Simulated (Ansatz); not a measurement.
Equilibrium properties in the diamond structure, computed with PBE in Ansatz (plane waves, PAW datasets (generated soft set 1); cutoff 420 eV), no spin polarisation, no spin–orbit coupling, Fermi–Dirac smearing of 0.061 eV, k-spacing 0.06 Å⁻¹:

```json
{"crystal": "H", "a₀ (Å)": "3.011", "V₀ (Å³/atom)": "3.41", "B₀ (GPa)": "91"}
{"crystal": "Li", "a₀ (Å)": "5.900", "V₀ (Å³/atom)": "25.68", "B₀ (GPa)": "5.4"}
{"crystal": "Be", "a₀ (Å)": "4.898", "V₀ (Å³/atom)": "14.69", "B₀ (GPa)": "44"}
{"crystal": "B", "a₀ (Å)": "4.051", "V₀ (Å³/atom)": "8.31", "B₀ (GPa)": "177"}
{"crystal": "F", "a₀ (Å)": "4.879", "V₀ (Å³/atom)": "14.51", "B₀ (GPa)": "38"}
{"crystal": "Al", "a₀ (Å)": "6.047", "V₀ (Å³/atom)": "27.64", "B₀ (GPa)": "37"}
```

(1) Give the same for O, C, Na.

## Answers

(1) 
```csv
crystal,a₀ (Å),V₀ (Å³/atom),B₀ (GPa)
O,4.404,10.68,119
C,3.572,5.70,433
Na,7.584,54.53,2.9
```

Model structures, not the usual forms at ambient conditions (metastable or hypothetical): H, Li, Be, B, O, F, Na, Al. Spin polarisation is left out, and a magnetic state may lie lower for F.
